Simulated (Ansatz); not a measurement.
AlGa$_{3}$N$_{4}$: do energies and stresses tell the same story?

Computed with DFT PBEsol, scalar-relativistic, plane waves, PAW (Ansatz).

Plane waves to 420 eV, a k mesh through Γ of 6×6×6 on the computed 8-atom cell and Gaussian smearing (0.02 eV); no spin polarisation.

Relaxed cell: P-43m, a = 4.468 Å, b = 4.468 Å, c = 4.468 Å, α = 90.00°, β = 90.00°, γ = 90.00°, 8 atoms in the primitive cell. Whether it is the stable form of this composition wasn't checked.

Energies at zero smearing and pressures from the stress tensor, at volumes with shape and atoms relaxed:
```csv
V (Å³/atom),E − E(first) (meV/atom),P (GPa)
9.809,0.00,32.04
10.143,-56.17,22.04
10.478,-93.04,13.50
10.812,-113.44,6.22
11.147,-119.75,-0.01
11.481,-114.02,-5.32
11.815,-98.01,-9.87
12.261,-63.34,-14.89
```

Problem. Check P = −dE/dV between neighbouring volumes, and get the bulk modulus from the pressures alone.

Solution. With 1 eV/Å³ = 160.2 GPa:
```
middle V (Å³/atom)  −ΔE/ΔV (GPa) mean P (GPa)
             9.976        26.915        27.037
            10.311        17.663        17.771
            10.645         9.772         9.859
            10.979         3.023         3.102
            11.314        -2.742        -2.669
            11.648        -7.671        -7.595
            12.038       -12.458       -12.377
```

The two differ by 0.12 GPa at most. The mean of two end pressures misses the average over a step by about ΔV² P″/12, up to 0.13 GPa here; with that taken off 0.02 GPa remains. Around V = 11.147 Å³/atom, the two neighbours give B = −V ΔP/ΔV = 11.147 × 11.54 / 0.669 = 192.3 GPa, against B0 = 191.4 GPa from the Birch–Murnaghan fit of the energies.